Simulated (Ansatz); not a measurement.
# HfC: the cost of one run

Program: Ansatz 0.2.0. Level of theory: DFT PBE, scalar-relativistic, plane waves, PAW. These are calculated values, not measurements.

1 further run of the same task is left out (set aside as unsound or not needed).

### 1 The structure to begin with

The structure is trigonal, space group P3m1 (No. 156). The conventional cell has a = 3.238 Å, b = 3.238 Å, c = 2.916 Å, α = 90.00°, β = 90.00°, γ = 120.00°. Around Hf (site symmetry 3m) lie 6 C at 2.33 to 2.41 Å. C (site symmetry 3m) has 6 Hf at 2.33 to 2.41 Å as nearest neighbours.

Coordinates:

```cif
data_structure
_symmetry_space_group_name_H-M 'P 1'
_symmetry_Int_Tables_number 1
_cell_length_a 3.2375
_cell_length_b 3.2375
_cell_length_c 2.9157
_cell_angle_alpha 90.000
_cell_angle_beta 90.000
_cell_angle_gamma 120.000
_cell_volume 26.47
loop_
_atom_site_label
_atom_site_type_symbol
_atom_site_fract_x
_atom_site_fract_y
_atom_site_fract_z
_atom_site_occupancy
Hf1 Hf 0.66667 0.33333 0.44498 1
C1 C 0.33333 0.66667 0.96764 1
```

The cell was relaxed beforehand at this level, from a generated guess; it needn't be the stable form of this composition. At a tolerance of 0.05 Å it has space group P3m1 (No. 156); it has 13.23 Å³/atom, an uncorrected energy of -0.15 eV/atom over the elements.

### 2 Electronic structure at the relaxed geometry

File input.yaml:

```yaml
crystal:
  lattice:
    - [3.2375192298, 0.0, 0.0]
    - [-1.6187596149, 2.8037738983, 0.0]
    - [0.0, 0.0, 2.9156560663]
  atoms:
    - { symbol: Hf, position: [0.6666666667, 0.3333333333, 0.4449846276] }
    - { symbol: C, position: [0.3333333333, 0.6666666667, 0.9676447424] }
basis:
  ecutwfc: 420
kpoints:
  mp_grid: { grid: [18, 18, 18] }
  band_path:
    path:
      - [[0.0, 0.0, 0.0], [0.5, 0.0, 0.0], [0.33333333, 0.33333333, 0.0], [0.0, 0.0, 0.0], [0.0, 0.0, 0.5], [0.5, 0.0, 0.5], [0.33333333, 0.33333333, 0.5], [0.0, 0.0, 0.5]]
      - [[0.5, 0.0, 0.5], [0.5, 0.0, 0.0]]
      - [[0.33333333, 0.33333333, 0.5], [0.33333333, 0.33333333, 0.0]]
    npoints: 14
hamiltonian:
  xc: pbe
scf:
  occupations: { method: gaussian, width: 0.1 }
  n_extra_bands: 6
output:
  forces: true
  stress: true
  eigenvalues: true
  populations: true
  dos: { projected: true, de: 0.02, nscf_kmesh: { grid: [22, 22, 22] } }
  bader: true
  write_density: true
  write_potential: true
  elf: true
  volumetric_format: npy
```

Run with:

```bash
$ ansatz run input.yaml --threads 1 --pin off --max-ram 2560MiB --backend cpu --events-out ev --progress --plain --runs-dir out
```

Q: Estimate wall time and peak memory on 1 thread of Intel Xeon Platinum 8488C (Sapphire Rapids), shared host.

About 58 s, with a peak of 0.69 GiB.
